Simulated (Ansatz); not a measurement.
A surface is cut from this relaxed crystal of Al:

```
CELL_PARAMETERS angstrom
0.00000 2.02081 2.02081
2.02081 0.00000 2.02081
2.02081 2.02081 0.00000
ATOMIC_POSITIONS crystal
Al 0.00000 0.00000 0.00000
```

Miller indices refer to the conventional cell of Fm-3m (No. 225), a = 4.042 Å, b = 4.042 Å, c = 4.042 Å, α = 90.00°, β = 90.00°, γ = 90.00°.

The (111) slab of 5 planes, 9.3 Å thick with 15 Å of vacuum as cut; outer planes Al (top) and Al (bottom).

These are results of DFT PBE, scalar-relativistic, plane waves, PAW (Ansatz 0.2.0), not measurements. Cutoff 420 eV; k points 12×12×1 on the computed 5-atom cell (Γ-centred); Gaussian smearing, width 0.10 eV; no spin polarisation. A dipole correction removes the field between periodic images along c.

With the atoms at the bulk's places:

* Surface energy (mean of both faces): 0.85 J/m²
* Work function: 4.15 eV

Q: What changes when all atoms relax within this surface cell and its symmetry?

A: The energy falls by 0.004 J/m² a face, and the largest move is 0.04 Å.

For the relaxed slab, the surface energy (mean of both faces) is 0.84 J/m². The work function is 4.13 eV.

| plane (bottom to top) | atoms | spacing to next, bulk (Å) | relaxed (Å) | change (%) |
| --- | --- | --- | --- | --- |
| 1 | Al | 2.333 | 2.367 | +1.5 |
| 2 | Al | 2.333 | 2.338 | +0.2 |
| 3 | Al | 2.333 | 2.338 | +0.2 |
| 4 | Al | 2.333 | 2.367 | +1.5 |
| 5 | Al |  |  |  |